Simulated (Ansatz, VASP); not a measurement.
## One calculation of AlN, two programs

```
CELL_PARAMETERS angstrom
0.00000 2.20159 2.20159
2.20159 0.00000 2.20159
2.20159 2.20159 0.00000
ATOMIC_POSITIONS crystal
Al 0.00000 0.00000 0.00000
N 0.86355 0.63645 0.63645
```

Change from the starting cell: all N atoms moved -0.500 Å, as atom 2 along Cartesian [1 0 0].

Alike in both runs: task single point; functional PBE; k mesh 10 × 10 × 10; occupations gaussian, width 0.05 eV; no spin polarisation.

```csv
,VASP,Ansatz
version,VASP 6.6.1,Ansatz 0.2.0
potentials or method,"VASP PAW PBE potentials, release 64 (Al, N)","scalar-relativistic, plane waves, PAW"
plane-wave cutoff (eV),520,420
valence electrons in the cell,8,8
```

|  | VASP | Ansatz | Ansatz less VASP |
| --- | --- | --- | --- |
| gap on the k mesh at the Fermi level (eV) | 2.23 | 2.25 | +0.015 |
| least direct gap on the mesh (eV) | 2.59 | 2.58 | -0.007 |
| pressure (GPa) | 25.5 | 25.3 | -0.14 |
| largest component of the traceless stress (GPa) | 39.89 | 39.47 | -0.418 |
| rms of the force components (eV/Å) | 2.992 | 2.973 | -0.0199 |

Atom by atom the forces differ by 0.020 eV/Å (rms over components).

Caveats: so large a pressure means that the cell lies far from this level's equilibrium, or that cutoff or potentials fall short (VASP); forces of over 1 eV/Å show positions far from the minimum, so gaps and moduli don't describe the material at rest. A k mesh can miss the band edges.
